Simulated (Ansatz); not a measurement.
## C under changes of volume

One of the cells (5.672 Å³/atom); the others are scaled copies at fixed shape and fractional positions:

```xyz
2
Lattice="0.0000 1.7834 1.7834 1.7834 0.0000 1.7834 1.7834 1.7834 0.0000" Properties=species:S:1:pos:R:3 pbc="T T T"
C     2.6751    2.6751    2.6751
C     1.7834    1.7834    1.7834
```

This isn't the form of C at room conditions, which is graphite.

| Item | Value |
| --- | --- |
| Program | Ansatz 0.2.0 |
| Functional | r2SCAN-EpsX |
| Potentials or basis | Ansatz PAW |
| Cutoff | 500 eV (not typed: the program's choice for these potentials) |
| k mesh | 7 × 7 × 7 |
| Occupations | fermi-dirac, width 0.05 eV |
| Spin | no spin polarisation |

| volume (Å³/atom) | energy over the lowest point (meV/atom) | pressure (GPa) | gap on the mesh (eV) |
| --- | --- | --- | --- |
| 5.332 | 16.96 | 22.5 | 5.89 |
| 5.445 | 4.74 | 11.4 | 5.83 |
| 5.558 | 0.00 | 1.3 | 5.78 |
| 5.672 | 2.09 | -8.0 | 5.72 |
| 5.785 | 10.36 | -16.4 | 5.66 |
| 5.899 | ? | ? | ? |
| 6.012 | 43.34 | -30.9 | 5.55 |

Question: What does the run at 5.899 Å³/atom give?

Answer: Energy over the lowest point 24.28 meV/atom; pressure -24.0 GPa; gap on the mesh 5.61 eV.

Worked out: A Birch-Murnaghan fit of order 3 (a polynomial in V^(-2/3)) to the other rows has its minimum at 5.58 Å³/atom with B0 = V·E''(V) = 466 GPa and B' = 3.8. It gives 24.36 meV/atom at 5.899 Å³/atom, against the run's 24.28, and -dE/dV = -23.4 GPa, against -24.0. A straight line through the other rows of the gap, of slope -2.83 eV per unit of ln V, gives 5.61 eV, against the run's 5.61.

Energies are extrapolated to zero smearing.

Caveats: all runs use coarse meshes; odd divisions of the mesh miss points on the zone boundary, where band edges often lie, so the gap on the mesh can be too wide; the PAW data sets come from PBE, with cores solved anew for the run's functional, which leaves a small shift of forces and pressure; the thresholds are loose for stress.

A mesh can miss the band edges.
